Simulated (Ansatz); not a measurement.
# Si64O (interstitial O in Si): the cost of one run

Computed with Ansatz 0.2.0 (DFT r2SCAN, scalar-relativistic, plane waves, PAW, unless a step's input says otherwise).

## 1. The structure to begin with

Symmetry: Cm, No. 8, monoclinic system. Conventional cell: a = 15.361 Å, b = 15.361 Å, c = 10.862 Å, α = 90.00°, β = 90.00°, γ = 90.00°. Si (site symmetry m) is surrounded by 4 Si at 2.35 Å. Si (site symmetry 1) is surrounded by 4 Si at 2.35 Å. Si (site symmetry m) has 1 O at 1.56 Å as nearest neighbours. Only part of the 41 independent sites is listed.

Structure file:

```cif
data_structure
_symmetry_space_group_name_H-M 'P 1'
_symmetry_Int_Tables_number 1
_cell_length_a 10.8620
_cell_length_b 10.8620
_cell_length_c 10.8620
_cell_angle_alpha 90.000
_cell_angle_beta 90.000
_cell_angle_gamma 90.000
_cell_volume 1281.53
loop_
_atom_site_label
_atom_site_type_symbol
_atom_site_fract_x
_atom_site_fract_y
_atom_site_fract_z
_atom_site_occupancy
Si1 Si 0.00000 0.00000 0.00000 1
Si2 Si 0.00000 0.00000 0.50000 1
Si3 Si 0.00000 0.50000 0.00000 1
Si4 Si 0.00000 0.50000 0.50000 1
Si5 Si 0.50000 0.00000 0.00000 1
Si6 Si 0.50000 0.00000 0.50000 1
Si7 Si 0.50000 0.50000 0.00000 1
Si8 Si 0.48140 0.48140 0.48140 1
Si9 Si 0.00000 0.25000 0.25000 1
Si10 Si 0.00000 0.25000 0.75000 1
Si11 Si 0.00000 0.75000 0.25000 1
Si12 Si 0.00000 0.75000 0.75000 1
Si13 Si 0.50000 0.25000 0.25000 1
Si14 Si 0.50000 0.25000 0.75000 1
Si15 Si 0.50000 0.75000 0.25000 1
Si16 Si 0.50000 0.75000 0.75000 1
Si17 Si 0.25000 0.00000 0.25000 1
Si18 Si 0.25000 0.00000 0.75000 1
Si19 Si 0.25000 0.50000 0.25000 1
Si20 Si 0.25000 0.50000 0.75000 1
Si21 Si 0.75000 0.00000 0.25000 1
Si22 Si 0.75000 0.00000 0.75000 1
Si23 Si 0.75000 0.50000 0.25000 1
Si24 Si 0.75000 0.50000 0.75000 1
Si25 Si 0.25000 0.25000 0.00000 1
Si26 Si 0.25000 0.25000 0.50000 1
Si27 Si 0.25000 0.75000 0.00000 1
Si28 Si 0.25000 0.75000 0.50000 1
Si29 Si 0.75000 0.25000 0.00000 1
Si30 Si 0.75000 0.25000 0.50000 1
Si31 Si 0.75000 0.75000 0.00000 1
Si32 Si 0.75000 0.75000 0.50000 1
Si33 Si 0.12500 0.12500 0.12500 1
Si34 Si 0.12500 0.12500 0.62500 1
Si35 Si 0.12500 0.62500 0.12500 1
Si36 Si 0.12500 0.62500 0.62500 1
Si37 Si 0.62500 0.12500 0.12500 1
Si38 Si 0.62500 0.12500 0.62500 1
Si39 Si 0.62500 0.62500 0.12500 1
Si40 Si 0.64360 0.64360 0.64360 1
Si41 Si 0.12500 0.37500 0.37500 1
Si42 Si 0.12500 0.37500 0.87500 1
Si43 Si 0.12500 0.87500 0.37500 1
Si44 Si 0.12500 0.87500 0.87500 1
Si45 Si 0.62500 0.37500 0.37500 1
Si46 Si 0.62500 0.37500 0.87500 1
Si47 Si 0.62500 0.87500 0.37500 1
Si48 Si 0.62500 0.87500 0.87500 1
Si49 Si 0.37500 0.12500 0.37500 1
Si50 Si 0.37500 0.12500 0.87500 1
Si51 Si 0.37500 0.62500 0.37500 1
Si52 Si 0.37500 0.62500 0.87500 1
Si53 Si 0.87500 0.12500 0.37500 1
Si54 Si 0.87500 0.12500 0.87500 1
Si55 Si 0.87500 0.62500 0.37500 1
Si56 Si 0.87500 0.62500 0.87500 1
Si57 Si 0.37500 0.37500 0.12500 1
Si58 Si 0.37500 0.37500 0.62500 1
Si59 Si 0.37500 0.87500 0.12500 1
Si60 Si 0.37500 0.87500 0.62500 1
Si61 Si 0.87500 0.37500 0.12500 1
Si62 Si 0.87500 0.37500 0.62500 1
Si63 Si 0.87500 0.87500 0.12500 1
Si64 Si 0.87500 0.87500 0.62500 1
O1 O 0.58505 0.55122 0.55122 1
```

## 2. Relaxing the atoms: Si64O defect cell, no spin

input.yaml

```yaml
crystal:
  lattice:
    - [10.862, 0.0, 0.0]
    - [0.0, 10.862, 0.0]
    - [0.0, 0.0, 10.862]
  atoms:
    - { symbol: Si, position: [0.0, 0.0, 0.0] }
    - { symbol: Si, position: [0.0, 0.0, 0.5] }
    - { symbol: Si, position: [0.0, 0.5, 0.0] }
    - { symbol: Si, position: [0.0, 0.5, 0.5] }
    - { symbol: Si, position: [0.5, 0.0, 0.0] }
    - { symbol: Si, position: [0.5, 0.0, 0.5] }
    - { symbol: Si, position: [0.5, 0.5, 0.0] }
    - { symbol: Si, position: [0.48139637, 0.48139637, 0.48139637] }
    - { symbol: Si, position: [0.0, 0.25, 0.25] }
    - { symbol: Si, position: [0.0, 0.25, 0.75] }
    - { symbol: Si, position: [0.0, 0.75, 0.25] }
    - { symbol: Si, position: [0.0, 0.75, 0.75] }
    - { symbol: Si, position: [0.5, 0.25, 0.25] }
    - { symbol: Si, position: [0.5, 0.25, 0.75] }
    - { symbol: Si, position: [0.5, 0.75, 0.25] }
    - { symbol: Si, position: [0.5, 0.75, 0.75] }
    - { symbol: Si, position: [0.25, 0.0, 0.25] }
    - { symbol: Si, position: [0.25, 0.0, 0.75] }
    - { symbol: Si, position: [0.25, 0.5, 0.25] }
    - { symbol: Si, position: [0.25, 0.5, 0.75] }
    - { symbol: Si, position: [0.75, 0.0, 0.25] }
    - { symbol: Si, position: [0.75, 0.0, 0.75] }
    - { symbol: Si, position: [0.75, 0.5, 0.25] }
    - { symbol: Si, position: [0.75, 0.5, 0.75] }
    - { symbol: Si, position: [0.25, 0.25, 0.0] }
    - { symbol: Si, position: [0.25, 0.25, 0.5] }
    - { symbol: Si, position: [0.25, 0.75, 0.0] }
    - { symbol: Si, position: [0.25, 0.75, 0.5] }
    - { symbol: Si, position: [0.75, 0.25, 0.0] }
    - { symbol: Si, position: [0.75, 0.25, 0.5] }
    - { symbol: Si, position: [0.75, 0.75, 0.0] }
    - { symbol: Si, position: [0.75, 0.75, 0.5] }
    - { symbol: Si, position: [0.125, 0.125, 0.125] }
    - { symbol: Si, position: [0.125, 0.125, 0.625] }
    - { symbol: Si, position: [0.125, 0.625, 0.125] }
    - { symbol: Si, position: [0.125, 0.625, 0.625] }
    - { symbol: Si, position: [0.625, 0.125, 0.125] }
    - { symbol: Si, position: [0.625, 0.125, 0.625] }
    - { symbol: Si, position: [0.625, 0.625, 0.125] }
    - { symbol: Si, position: [0.64360363, 0.64360363, 0.64360363] }
    - { symbol: Si, position: [0.125, 0.375, 0.375] }
    - { symbol: Si, position: [0.125, 0.375, 0.875] }
    - { symbol: Si, position: [0.125, 0.875, 0.375] }
    - { symbol: Si, position: [0.125, 0.875, 0.875] }
    - { symbol: Si, position: [0.625, 0.375, 0.375] }
    - { symbol: Si, position: [0.625, 0.375, 0.875] }
    - { symbol: Si, position: [0.625, 0.875, 0.375] }
    - { symbol: Si, position: [0.625, 0.875, 0.875] }
    - { symbol: Si, position: [0.375, 0.125, 0.375] }
    - { symbol: Si, position: [0.375, 0.125, 0.875] }
    - { symbol: Si, position: [0.375, 0.625, 0.375] }
    - { symbol: Si, position: [0.375, 0.625, 0.875] }
    - { symbol: Si, position: [0.875, 0.125, 0.375] }
    - { symbol: Si, position: [0.875, 0.125, 0.875] }
    - { symbol: Si, position: [0.875, 0.625, 0.375] }
    - { symbol: Si, position: [0.875, 0.625, 0.875] }
    - { symbol: Si, position: [0.375, 0.375, 0.125] }
    - { symbol: Si, position: [0.375, 0.375, 0.625] }
    - { symbol: Si, position: [0.375, 0.875, 0.125] }
    - { symbol: Si, position: [0.375, 0.875, 0.625] }
    - { symbol: Si, position: [0.875, 0.375, 0.125] }
    - { symbol: Si, position: [0.875, 0.375, 0.625] }
    - { symbol: Si, position: [0.875, 0.875, 0.125] }
    - { symbol: Si, position: [0.875, 0.875, 0.625] }
    - { symbol: O, position: [0.585051, 0.5512245, 0.5512245] }
scf:
  occupations: { method: fixed }
output:
  forces: true
  stress: false
  eigenvalues: true
kpoints:
  mp_grid: { grid: [2, 2, 2], shift: [0.5, 0.5, 0.5] }
hamiltonian:
  xc: r2scan
relax:
  f_tol: 0.01
  max_steps: 100
```

Started as:

```
ansatz run input.yaml --threads 8 --pin off --max-ram 18432MiB --backend cpu --events-out ev --progress --plain --runs-dir out
```

**Question.** How long does this run take on 8 threads of Intel Xeon Platinum 8488C (Sapphire Rapids), shared host, and how much memory does it need?

About 3 min, with a peak of 5.7 GiB.
